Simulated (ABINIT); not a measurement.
A run of ABINIT 10.8.3 (patched build):

File run.abi:

```
ndtset 7
getwfk -1
scalecart1 3*0.9795861087
scalecart2 3*0.9864848297
scalecart3 3*0.9932883884
scalecart4 3*1.0000000000
scalecart5 3*1.0066227096
scalecart6 3*1.0131594038
scalecart7 3*1.0196128224

pp_dirpath "./"
pseudos "Au.GGA_PBE-JTH.xml"

acell 3*1.0 Angstrom
rprim
     0.0000000000     2.0350000000     2.0350000000
     2.0350000000     0.0000000000     2.0350000000
     2.0350000000     2.0350000000     0.0000000000
ntypat 1
znucl 79
natom 1
typat 1
xred
     0.0000000000     0.0000000000     0.0000000000

ecut 20.0
pawecutdg 40.0

kptopt 1
ngkpt 11 11 11
nshiftk 1
shiftk 0.0 0.0 0.0

ixc -116133

nband 10
occopt 3
tsmear 0.05 eV

nstep 100
tolvrs 1.0e-9

iomode 3
prtwf 1
prtden 0
prteig 0
prtebands 0
enunit 1
```

Potentials or basis: JTH PAW PBE v2.0.

Launch:

```bash
$ abinit run.abi > log 2>&1
```

Hardware: 1 thread of Arm Neoverse V1, on a shared host.

Task: How long does it take, and how much memory?

Result: Run time: 100 s on 1 thread of Arm Neoverse V1 (shared host), peak memory 0.13 GiB. Counts: scf iterations 104, k points 56, bands 10, plane waves 470.
